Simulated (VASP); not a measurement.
# SiNi (Pmmn) in VASP: notebook, part 2 of 2

VASP 6.6.1. The steps go on from the part before.

## 3. Relaxation of shape and atoms at fixed volume, PBEsol (a relaxed cell with its volume scaled by 0.96)

Input file INCAR:

```
PREC     = Accurate       # precision mode
ENCUT    = 600            # plane-wave cutoff, eV
EDIFF    = 1E-7           # SCF threshold, eV
ISMEAR   = 1              # smearing method
SIGMA    = 0.1            # smearing width, eV
LREAL    = F              # projectors in reciprocal space
LASPH    = T              # aspherical terms in the spheres
NELM     = 80             # most SCF steps
ALGO     = Normal         # electronic algorithm
ISIF     = 4              # what is computed and relaxed
LWAVE    = F              # write WAVECAR
LCHARG   = F              # write CHGCAR
GGA      = PS             # functional
IBRION   = 2              # ionic algorithm
NSW      = 40             # ionic steps
EDIFFG   = -0.01          # ionic threshold
KPAR     = 2
```

Input file KPOINTS:

```
Automatic mesh
0
Gamma
  12 12 8
```

Input file POSCAR:

```
SiNi                                    
1.0
    2.9099109615      0.0000000000      0.0000000000
    0.0000000000      3.2323654778      0.0000000000
    0.0000000000      0.0000000000      4.6141831710
  Si              Ni            
     2     2
Direct
     0.0000000000000000    0.0000000000000000    0.1574937870316070
     0.5000000000000000    0.5000000000000000    0.8425062129683929
     0.0000000000000000    0.0000000000000000    0.6566780341748244
     0.5000000000000000    0.5000000000000000    0.3433219658251757
```

Potentials or basis: VASP PAW PBE potentials, release 64 (Si, Ni).

Run with:

```bash
> cat potpaw_PBE.64/Si/POTCAR potpaw_PBE.64/Ni/POTCAR > POTCAR
> mpirun -np 2 vasp_std > vasp.out
```

OUTCAR:

```text
PREC = Accurate
   ENCUT = 600
   EDIFF = 1E-7
   ISMEAR = 1
   LREAL = F
   LASPH = T
   NELM = 80
   ISIF = 4
   GGA = PS
   IBRION = 2
   NSW = 40
   EDIFFG = -0.01

 ion  position               nearest neighbor table
   1  0.000  0.000  0.157-   3 2.30   3 2.31   4 2.34   4 2.34   4 2.34   4 2.34   2 2.62   2 2.62
                             2 2.62   2 2.62
   2  0.500  0.500  0.843-   4 2.30   4 2.31   3 2.34   3 2.34   3 2.34   3 2.34   1 2.62   1 2.62
                             1 2.62   1 2.62
   3  0.000  0.000  0.657-   1 2.30   1 2.31   2 2.34   2 2.34   2 2.34   2 2.34   4 2.61   4 2.61
                             4 2.61   4 2.61
   4  0.500  0.500  0.343-   2 2.30   2 2.31   1 2.34   1 2.34   1 2.34   1 2.34   3 2.61   3 2.61
                             3 2.61   3 2.61

  LATTYP: Found a simple orthorhombic cell.
 ALAT       =     2.9099109615
 B/A-ratio  =     1.1108125027
 C/A-ratio  =     1.5856784733

  Lattice vectors:

 A1 = (   2.9099109615,   0.0000000000,   0.0000000000)
 A2 = (   0.0000000000,   3.2323654778,   0.0000000000)
 A3 = (   0.0000000000,   0.0000000000,   4.6141831710)

Analysis of symmetry for initial positions (statically):
=====================================================================
 Subroutine PRICEL returns:
 Original cell was already a primitive cell.

 Routine SETGRP: Setting up the symmetry group for a
 simple orthorhombic supercell.

 Subroutine GETGRP returns: Found  8 space group operations
 (whereof  4 operations were pure point group operations)
 out of a pool of  8 trial point group operations.

The static configuration has the point symmetry C_2v.
 The point group associated with its full space group is D_2h.

Analysis of symmetry for dynamics (positions and initial velocities):
=====================================================================
 Subroutine PRICEL returns:
 Original cell was already a primitive cell.

 Routine SETGRP: Setting up the symmetry group for a
 simple orthorhombic supercell.

 Subroutine GETGRP returns: Found  8 space group operations
 (whereof  4 operations were pure point group operations)
 out of a pool of  8 trial point group operations.

The dynamic configuration has the point symmetry C_2v.
 The point group associated with its full space group is D_2h.

 Subroutine INISYM returns: Found  8 space group operations
 (whereof  4 operations are pure point group operations),
 and found     1 'primitive' translations

----------------------------------------------------------------------------------------

                                     Primitive cell

  volume of cell :      43.4005

  direct lattice vectors                    reciprocal lattice vectors
     2.909910962  0.000000000  0.000000000     0.343653127  0.000000000  0.000000000
     0.000000000  3.232365478  0.000000000     0.000000000  0.309370957  0.000000000
     0.000000000  0.000000000  4.614183171     0.000000000  0.000000000  0.216723082

  length of vectors
     2.909910962  3.232365478  4.614183171     0.343653127  0.309370957  0.216723082

  position of ions in fractional coordinates (direct lattice)
     0.000000000  0.000000000  0.157493787
     0.500000000  0.500000000  0.842506213
     0.000000000  0.000000000  0.656678034
     0.500000000  0.500000000  0.343321966
[... 58 lines left out ...]
  0.083333  0.250000  0.000000      4.000000
  0.166667  0.250000  0.000000      4.000000
 [... further k-points ...]
   k-points           NKPTS =    245   k-points in BZ     NKDIM =    245   number of bands    NBANDS=     18
   number of dos      NEDOS =    301   number of ions     NIONS =      4
   total plane-waves  NPLWV =  26880
   dimension x,y,z NGX =    24 NGY =   28 NGZ =   40
   dimension x,y,z NGXF=    48 NGYF=   56 NGZF=   80
   ions per type =               2   2
   NGX,Y,Z   is equivalent  to a cutoff of  13.71, 14.40, 14.41 a.u.
   NGXF,Y,Z  is equivalent  to a cutoff of  27.42, 28.80, 28.82 a.u.
 SYSTEM =  unknown system
   PREC   = accura    normal or accurate (medium, high low for compatibility)
   ISTART =      0    job   : 0-new  1-cont  2-samecut
   ICHARG =      2    charge: 1-file 2-atom 10-const
   ISPIN  =      1    spin polarized calculation?
   LNONCOLLINEAR =      F non collinear calculations
   LSORBIT =      F    spin-orbit coupling
   LASPH  =      T    aspherical Exc in radial PAW
   ENCUT  =  600.0 eV  44.10 Ry    6.64 a.u.   5.81  6.46  9.22*2*pi/ulx,y,z
   NELM   =     80;   NELMIN=  2; NELMDL= -5     # of ELM steps
   EDIFF  = 0.1E-06   stopping-criterion for ELM
   LREAL  =      F    real-space projection
   EDIFFG = -.1E-01   stopping-criterion for IOM
   NSW    =     40    number of steps for IOM
   IBRION =      2    ionic relax: 0-MD 1-quasi-New 2-CG
   NFREE  =      1    steps in history (QN), initial steepest desc. (CG)
   ISIF   =      4    stress and relaxation
   ISYM   =      2    0-nonsym 1-usesym 2-fastsym
   POTIM  = 0.5000    time-step for ionic-motion
   TEBEG  =    0.0;   TEEND  =   0.0 temperature during run
   PSTRESS=    0.0 pullay stress
   NELECT =      28.0000    total number of electrons
   NUPDOWN=      -1.0000    fix difference up-down
   EMIN   =  10.00;   EMAX   =-10.00  energy-range for DOS
   EFERMI =   0.00;   METHOD = LEGACY
   ISMEAR =     1;   SIGMA  =   0.10  broadening in eV -4-tet -1-fermi 0-gaus
   EFERMI_NEDOS =   21; number of points for ismear=-14 and -15
   IALGO  =     38    algorithm
   IMIX   =      4    mixing-type and parameters
     AMIX     =   0.40;   BMIX     =  1.00
     AMIX_MAG =   1.60;   BMIX_MAG =  1.00
  volume/ion in A,a.u.               =      10.85        73.22
  Fermi-wavevector in a.u.,A,eV,Ry     =   1.414585  2.673179 27.225964  2.001052
  Thomas-Fermi vector in A             =   2.536112
   LORBIT       =      0    0 simple, 1 ext, 2 COOP (PROOUT), +10 PAW based schemes
   GGA     = PS    functional components
   LHFCALC =     F    Hartree Fock is set to
   AEXX    =    0.0000 exact exchange contribution
   IVDW    =     0    specifies the selected vdW correction
   LEPSILON=     F    determine dielectric tensor
   LRPA    =     F    only Hartree local field effects (RPA)
 conjugate gradient relaxation of ions
 non-spin polarized calculation
 Methfessel and Paxton  Order N= 1 SIGMA  =   0.10
  energy-cutoff  :      600.00
  volume of cell :       43.40
 maximum number of plane-waves:      1472
 NGX is ok and might be reduce to    24
   NGX = 11   NGY = 13   NGZ = 19

--------------------------------------- Ionic step        1  -------------------------------------------

 number of electron      28.0000008 magnetization

 Free energy of the ion-electron system (eV)
  ---------------------------------------------------
  ext. energy  EPLUGINS =         0.00000000
  ---------------------------------------------------
  free energy    TOTEN  =       -25.91489688 eV

  energy without entropy =      -25.91553672  energy(sigma->0) =      -25.91511016

------------------------ aborting loop because EDIFF is reached ----------------------------------------

  FORCE on cell =-STRESS in cart. coord.  units (eV):
  Direction    XX          YY          ZZ          XY          YZ          ZX
  --------------------------------------------------------------------------------------
  -------------------------------------------------------------------------------------
  Total        2.0792295      2.3411688      2.8776149      0.0000000      0.0000000      0.0000000
  in kB       76.7570048     86.4267775    106.2302653      0.0000000      0.0000000      0.0000000
  external PRESSURE =      89.8046825 kB  Pullay stress =       0.0000000 kB
[... 177 lines left out ...]
--------------------------------------- Ionic step        6  -------------------------------------------

 number of electron      28.0000011 magnetization

 Free energy of the ion-electron system (eV)
  ---------------------------------------------------
  ext. energy  EPLUGINS =         0.00000000
  ---------------------------------------------------
  free energy    TOTEN  =       -25.91840833 eV

  energy without entropy =      -25.91922102  energy(sigma->0) =      -25.91867923

 E-fermi :  12.2405     XC(G=0): -12.9223

 val. band max:       12.2371519788   @ k =   0.4167   0.3333   0.3750
 cond. band min:      12.2596647887   @ k =   0.1667   0.1667   0.0000
 fundamental gap:      0.0225128099
 Fermi energy:        12.2405367364

 k-point     1 :       0.0000    0.0000    0.0000
  band No.  band energies     occupation
      1      -2.2637      2.00000
      2       3.7023      2.00000
      3       5.2755      2.00000
      4       7.6813      2.00000
      5       8.2553      2.00000
      6       9.1408      2.00000
[... 481 lines left out ...]
      5       8.1946      2.00000
      6       8.2407      2.00000
[... 10 lines left out ...]
     17      15.6006      0.00000
     18      17.4017      0.00000

 [... further k-points ...]
[... 5 lines left out ...]
  --------------------------------------------------------------------------------------
  -------------------------------------------------------------------------------------
  Total        2.2502127      2.2670414      2.2811861      0.0000000      0.0000000      0.0000000
  in kB       83.0690361     83.6902846     84.2124504      0.0000000      0.0000000      0.0000000
  external PRESSURE =      83.6572570 kB  Pullay stress =       0.0000000 kB
[... 19 lines left out ...]
  FREE ENERGIE OF THE ION-ELECTRON SYSTEM (eV)
  ---------------------------------------------------
  free  energy   TOTEN  =       -25.9184083325 eV

  energy  without entropy=      -25.9192210227  energy(sigma->0) =      -25.91867923

 reached required accuracy - stopping structural energy minimisation
```

Wall time 2.8 min (2 MPI ranks of Intel Xeon 6975P-C (Granite Rapids), shared host); peak memory 0.32 GiB.

Results:

* Free energy: -25.9184 eV
* Energy gained by relaxing: 0.9 meV/atom
* Ionic steps: 6
* Pressure after relaxing: 8.4 GPa
* Largest force after relaxing: 0.010 eV/Å
* Band gap on the k mesh: none (metal or under the smearing width)

Forces on the atoms (eV/Å):
```
Si   0.000  0.000  0.005
Si   0.000  0.000 -0.005
Ni   0.000  0.000  0.010
Ni   0.000  0.000 -0.010
```

The path:
```csv
step,energy change (eV),largest force (eV/Å),pressure (GPa)
1,0.0000,0.1168,8.98
2,-0.0031,0.0199,8.42
3,-0.0031,0.0182,8.43
4,-0.0034,0.0035,8.39
5,-0.0034,0.0253,8.36
6,-0.0035,0.0098,8.37
```

Final structure:
```
CELL_PARAMETERS angstrom
2.88867 0.00000 0.00000
0.00000 3.24123 0.00000
0.00000 0.00000 4.63541
ATOMIC_POSITIONS crystal
Si 0.00000 0.00000 0.15630
Si 0.50000 0.50000 0.84370
Ni 0.00000 0.00000 0.65509
Ni 0.50000 0.50000 0.34491
```

Levels at points of the mesh, in eV from the Fermi level:
```
           k point  band 11  band 12  band 13  band 14  band 15  band 16  band 17  band 18
(0.00, 0.00, 0.00)    -2.42    -2.10    -2.06    -1.43     1.48     2.83     5.42     5.85
(0.50, 0.00, 0.00)    -2.72    -2.72    -1.61    -1.61     1.92     1.92     3.57     3.57
(0.00, 0.50, 0.00)    -2.32    -2.32    -2.30    -2.30     1.23     1.23     5.31     5.31
(0.50, 0.50, 0.00)    -2.19    -2.19    -1.61    -1.61     1.76     1.76     2.09     2.09
(0.00, 0.00, 0.50)    -2.81    -2.15     1.15     1.61     1.93     2.52     3.18     3.74
(0.50, 0.00, 0.50)    -2.35    -2.35    -1.40    -1.40     3.73     3.73     5.51     5.51
(0.00, 0.50, 0.50)    -2.15    -2.15    -2.10    -2.10     5.27     5.27     5.73     5.73
(0.50, 0.50, 0.50)    -2.22    -2.22    -1.53    -1.53    -0.43    -0.43     1.23     1.23
```

Caveat: the PAW data sets were made with another functional, which shifts forces and pressure a little. Spin polarisation is off, so any magnetic state and its effect on volume and gap are missing.
